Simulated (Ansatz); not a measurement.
SiC (Moissanite):

```
Si C
1.0
     3.07600    0.00000    0.00000
    -1.53800    2.66389    0.00000
     0.00000    0.00000    5.04800
Si C
2 2
Direct
  0.66667 0.33333 0.50000
  0.33333 0.66667 0.00000
  0.66667 0.33333 0.88500
  0.33333 0.66667 0.38500
```

Base run:

```yaml
Program: Ansatz 0.2.0
Functional: PBE
Potentials_or_basis: Ansatz PAW
Cutoff: "420 eV (not typed: the program's choice for these potentials)"
k_mesh: 6 × 6 × 3
Occupations: fermi-dirac, width 0.05 eV
Spin: no spin polarisation
```

Its results: band gap on the k mesh 2.32 eV, indirect (least direct gap 4.08 eV); pressure 3.7 GPa; largest force 0.750 eV/Å.

The run is repeated on the same cell with these changes: k mesh from 6 × 6 × 3 to 7 × 7 × 4. What comes out?

Band gap on the k mesh 2.64 eV, indirect (least direct gap 4.14 eV); pressure 3.7 GPa; largest force 0.749 eV/Å.

Caveats: odd divisions of the mesh miss points on the zone boundary, where band edges often lie, so the gap on the mesh can be too wide.

A k mesh can miss the band edges.
